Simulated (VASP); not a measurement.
The system is ZnO (zincite).

```xyz
4
Lattice="3.2493 0.0000 0.0000 -1.6247 2.8140 0.0000 0.0000 0.0000 5.2057" Properties=species:S:1:pos:R:3 pbc="T T T"
Zn    1.6247    0.9380    0.0000
Zn    0.0000    1.8760    2.6029
O     0.0000    1.8760    4.5759
O     1.6247    0.9380    1.9730
```

Base run:

```yaml
Program: VASP 6.6.1
Functional: r2SCAN
Potentials_or_basis: VASP PAW PBE potentials, release 64 (Zn, O)
Cutoff: 520 eV
k_mesh: 10 × 10 × 6
Occupations: gaussian, width 0.02 eV
Spin: no spin polarisation
```

Its results: band gap on the k mesh 1.23 eV, direct.

Task: The run is repeated on the same cell with these changes: functional from r2SCAN to TB-mBJ. What comes out?

Result: Band gap on the k mesh 2.58 eV, direct.

Not every run made on this cell is shown here.
